# Five functionals, one crystal: the band gap of cubic hafnia

Hafnia, HfO₂, insulates because its electrons fill states made mostly of oxygen 2p orbitals, while the empty states above them are mostly hafnium 5d. The band gap is the energy between the two. Below it is computed with five density functionals for the same atoms in the same places, so no difference between the rows comes from a change of structure.

GPAW 26.7.0, plane-wave PAW DFT without spin polarisation for cubic HfO₂ (Fm-3m, fixed cube edge 5.115 Å), with an 800 eV cutoff, a 7 × 7 × 7 k mesh containing Γ and Fermi-Dirac smearing of 0.05 eV. The gaps are taken along Γ–X–W–K–Γ–L–U–W–L–K|U–X and include spin-orbit coupling, added after the self-consistent calculation.

```
functional                                           potentials  gap on path (eV)  direct gap on path (eV)
       PBE                 GPAW-PAW-data-sets-(gpaw-data-1.2.1)             3.717                    3.717
    PBEsol  PAW-data-sets-made-by gpaw-setup-for-the-functional             3.583                    3.583
    r2SCAN                 GPAW-PAW-data-sets-(gpaw-data-1.2.1)             4.199                    4.199
      BP86  PAW-data-sets-made-by gpaw-setup-for-the-functional             3.702                    3.702
    vdW-DF                 GPAW-PAW-data-sets-(gpaw-data-1.2.1)             3.863                    3.863
```

"Gap on path" is the distance from the highest filled to the lowest empty level along lines between special points of the Brillouin zone, the space of electron wavevectors k. "Direct gap on path" is the smallest such distance at one and the same k.

## 1. Which functional gives the widest gap?

r2SCAN does, with 4.20 eV, and PBEsol gives the narrowest, 3.58 eV. BP86 and PBE lie close together, and vdW-DF a little above them. The four functionals other than r2SCAN span only 0.28 eV, whereas r2SCAN stands 0.34 eV above the nearest of them, vdW-DF, and 0.48 eV above PBE. There are therefore two things to explain: the step up to r2SCAN and the somewhat smaller spread among the rest.

## 2. Why do the two gap columns agree?

The highest filled and the lowest empty level on the path lie at the same k, to within the printed digits. Earlier band calculations place this gap of cubic hafnia at or very near X, a point on the zone boundary. The levels at each k are not listed here, but the present runs rule out the zone centre Γ. Γ belongs to the regular mesh of k points used for the density, and every direct gap on that mesh is wider than the path gap.

## 3. What if the gap were read from the regular mesh?

It would come out 0.14 to 0.20 eV too wide, and it would look indirect. (These mesh gaps leave out spin-orbit coupling, which accounts for only a small part of the excess.) A mesh with seven divisions that contains Γ steps over X. The nearest mesh point lies one seventh of the way from X back to Γ.

The size of the error can be estimated by treating both band edges as parabolas with the mass m of a free electron.

- The cube edge is 5.115 Å, so the distance from X is k = 2π/(5.115 Å)/7 ≈ 0.175 Å⁻¹.
- Each edge moves by ħ²k²/2m. With ħ²/2m ≈ 3.81 eV Å², this is about 0.12 eV.
- The empty band rises and the filled band falls, so the direct gap widens by about 0.23 eV.

The computed widening of the direct gap is 0.32 to 0.35 eV in the three rows where both values include spin-orbit coupling. With the mass simply assumed, the estimate gives about two thirds of it, so it catches the size of the error but not the shape of the bands. Parabolas alike in all directions would put both edges of the mesh gap at that nearest point and make the gap direct. The computed mesh gap is indirect, so the real bands must curve differently in different directions or have other peaks or valleys at nearly the same energy. A mesh that contains both Γ and X would remove the error at X.

## 4. Hafnium is heavy. Does spin-orbit coupling set the order?

No. Without the coupling, the mesh gaps already stand in the same order. Where both values are known, for PBEsol, BP86 and vdW-DF, the coupling narrows the mesh gap by less than 0.02 eV, almost entirely by lowering the empty edge. The shift at the k of the tabulated gap is not given separately.

Symmetry explains why so heavy an atom shows so little. Eight oxygen ions at the corners of a cube split the 5d level into a lower pair and an upper triplet. Within the pair, spin-orbit coupling has no direct effect; it acts only by mixing in the triplet. The resulting shift is about 1.5ζ²/Δ, where ζ is the coupling strength and Δ the distance to the triplet. Rough recalled values of 0.2 eV and 3 eV give 0.02 eV, which is the right order of magnitude. This is an estimate for a single ion; in the crystal both levels broaden into bands, so it gives no more than the size. In the data makers' tests on other systems, spin-orbit splittings came out too wide. These runs carry no such warning of their own and were not tested for it, so whether the small shift found here is also too large is not known.

## 5. Why does r2SCAN open the gap so much further?

The other four functionals build their potential from the electron density alone. At a given point in space, that potential is the same for every orbital, filled or empty. An oxygen 2p state and a hafnium 5d state can then be moved apart only through the different regions they occupy.

r2SCAN also uses the kinetic-energy density, which measures how steeply the occupied orbitals vary. This adds a term to the equation for each orbital that depends on that orbital's own slope, much like an effective mass that changes from place to place. Two orbitals at the same point can now be shifted by different amounts. In most insulators this pushes filled and empty states apart, and hafnia follows the rule.

The table shows the size of the step, 13 % of the PBE gap, while its cause rests on this general theory. The comparison with PBE is a fairly clean one, since both rows use the same description of the atomic cores. Those core data were made for PBE, however, and the error this brings to the r2SCAN gap is not known. The spin-orbit term of the r2SCAN row also leaves out the exchange-correlation potential, but the step is much the same, about half an eV, between the mesh gaps without the coupling. A hybrid functional, the next method up, mixes in exact exchange; it depends on the orbitals more strongly still and usually opens such gaps further.

## 6. What separates the other four?

One candidate is how strongly each functional rewards an uneven density. Exchange energy is the gain that electrons of like spin have from avoiding each other. These functionals raise it above its uniform-gas value where the density changes quickly. The rise is weak in PBEsol, stronger in PBE, and stronger again at large gradients in the exchange part of vdW-DF. The gaps of these three follow that sequence.

BP86 does not clearly fit in. A straight line through PBEsol and PBE, with the gap plotted against the exchange rise at one typical gradient, can be tested on the two rows left out of it. It puts vdW-DF above PBE, as computed, but by too little, and how much too little depends on the gradient chosen. It also puts BP86 above PBE, whereas the computed gap lies slightly below, by an amount too small to assign to the functional.

One typical gradient is a crude measure of a functional, so this test neither confirms exchange as the cause nor rules it out. The functionals also differ in correlation, the rest of the electrons' mutual avoidance, and this may weigh as much as exchange. In PBE and PBEsol a gradient term in the correlation offsets part of the exchange rise. vdW-DF has no such term and adds a non-local part instead, so a line drawn on exchange alone leaves out much of what sets it apart. PBEsol and BP86 also use core data of their own, and vdW-DF runs on stock data made for another functional. The table cannot separate these contributions. It is also a selection, from which failed runs and runs that met a known fault of the program, among others, were left out, so a sequence of three functionals should not be taken for a general rule.

## 7. What would change if zirconium replaced hafnium?

Cubic zirconia has the same structure and nearly the same ion size, but its empty states are 4d instead of 5d. In the heavier atom, relativity pulls the inner s and p electrons closer to the nucleus. They then screen the nuclear charge better, and the outer d level rises. Zirconium's d level lies lower, closer to the oxygen 2p states, so zirconia is expected to have the smaller gap. Whether that gap would still be direct cannot be told from these runs. The step from PBE to r2SCAN should keep its sign there, because its cause does not depend on the metal being hafnium.

## 8. Which digits can be trusted?

As a comparison of functionals in this one cell, the step up to r2SCAN stands well clear of the rest, differences of about a tenth of an eV are mixed with the effect of different core data, and the last printed digit carries no meaning. PBE and BP86 differ by 0.015 eV, about as much as the spin-orbit shift on the mesh, and they use different core data. They should be read as equal.

The cell itself sets another limit. It is stretched for each of the four functionals whose pressure is known, and by unequal amounts. With a rough bulk modulus of 250 GPa, the cube edge would shrink by about 0.4 % in PBE but 1.4 % in PBEsol if the cell were relaxed. The gaps would then shift by different amounts, which were not computed, so the small spread of question 6 might change.

Distance from experiment is a larger matter. Measured gaps of hafnia are roughly 5.5 to 6 eV, a recalled range that belongs mostly to films and to the monoclinic phase stable at room temperature. Even r2SCAN falls more than 1 eV short. Part of this may be the difference in phase, but functionals of this kind are known to give gaps that are too small. None of the five values should be used as the real gap of hafnia.
